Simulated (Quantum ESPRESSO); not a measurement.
**MoS2 under changes of volume**

One of the cells (18.982 Å³/atom); the others are scaled copies at fixed shape and fractional positions:

```
Mo S
1.0
     3.22746    0.00000    0.00000
    -1.61373    2.79507    0.00000
     0.00000    0.00000    6.31247
Mo S
1 2
Cartesian
  0.0000 0.0000 3.1562
  1.6137 0.9317 4.7008
  0.0000 1.8634 1.6117
```

Measurements of this composition are mostly on another form, of space group No. 194.

| Property | Result |
| --- | --- |
| Program | Quantum ESPRESSO 7.5 |
| Functional | r2SCAN |
| Potentials or basis | SG15 PBE 1.2 |
| Cutoff | 952 eV |
| Density cutoff | 3810 eV |
| k mesh | 8 × 8 × 3 |
| Occupations | fermi-dirac, width 0.05 eV |
| Spin | no spin polarisation |

| volume (Å³/atom) | energy over the lowest point (meV/atom) | pressure (GPa) | largest force (eV/Å) |
| --- | --- | --- | --- |
| 17.843 | 32.13 | 9.6 | 1.167 |
| 18.222 | 13.64 | 6.0 | 0.774 |
| 18.602 | 3.20 | 2.8 | 0.411 |
| 18.982 | 0.00 | -0.1 | 0.075 |
| 19.361 | 3.32 | -2.7 | 0.237 |
| 19.741 | ? | ? | ? |
| 20.120 | 26.88 | -7.1 | 0.795 |

**Question.** What does the run at 19.741 Å³/atom give?

**Answer.** Energy over the lowest point 12.48 meV/atom; pressure -5.0 GPa; largest force 0.526 eV/Å.

Worked out: A Birch-Murnaghan fit of order 3 (a polynomial in V^(-2/3)) to the other rows has its minimum at 18.97 Å³/atom with B0 = V·E''(V) = 138 GPa and B' = 4.4 at fixed shape and positions, which overstates the stiffness. It gives 12.49 meV/atom at 19.741 Å³/atom, against the run's 12.48, and -dE/dV = -5.0 GPa, against -5.0.

Energies are extrapolated to zero smearing.

Caveats: the potentials were made for another functional, which shifts forces and pressure.
